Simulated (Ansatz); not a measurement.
# Fe: the cost of one run

Computed with Ansatz 0.2.0 (DFT PBE, scalar-relativistic, plane waves, PAW, unless a step's input says otherwise).

2 further runs of the same task are left out: 1 that didn't finish, 1 set aside as unsound or not needed.

### Step 1. Starting point

It takes space group Fm-3m (No. 225, cubic). Conventional cell: a = 4.042 Å, b = 4.042 Å, c = 4.042 Å, α = 90.00°, β = 90.00°, γ = 90.00°. Al (site symmetry m-3m) has 12 Al at 2.86 Å as nearest neighbours.

Structure file:

```
Al
1.0
     0.00000    2.02081    2.02081
     2.02081    0.00000    2.02081
     2.02081    2.02081    0.00000
Al
1
Direct
  0.00000 0.00000 0.00000
```

It goes back to an entry of the Materials Project.

This cell was relaxed beforehand with the same method: volume 16.50 Å³/atom, gap on the mesh none (metal).

### Step 2. Al → Fe: the starting cell

The start of Fe: fractional positions of relaxed Al, cell scaled by 1.060, a guess from tabulated radii. Atoms that may carry a moment start with parallel spins.

### Step 3. A first look at the start (Fe)

input.yaml

```yaml
crystal:
  lattice:
    - [0.0, 2.1417216095, 2.1417216095]
    - [2.1417216095, 0.0, 2.1417216095]
    - [2.1417216095, 2.1417216095, 0.0]
  atoms:
    - { symbol: Fe, position: [0.0, 0.0, 0.0], spin: 4.0 }
basis:
  ecutwfc: 420
kpoints:
  mp_grid: { grid: [8, 8, 8] }
hamiltonian:
  xc: pbe
scf:
  occupations: { method: gaussian, width: 0.1 }
  lower_state_search: "off"
output:
  forces: true
  stress: true
  eigenvalues: true
  populations: true
magnetization:
  spin_polarized: true
```

Run with:

```bash
$ ansatz run input.yaml --threads 1 --pin off --max-ram 2560MiB --backend cpu --events-out ev --progress --plain --runs-dir out
```

What time and memory should one allow on 1 thread of AMD EPYC 7R43 (Zen 3), shared host?

About 2.1 s, with a peak of 0.32 GiB.
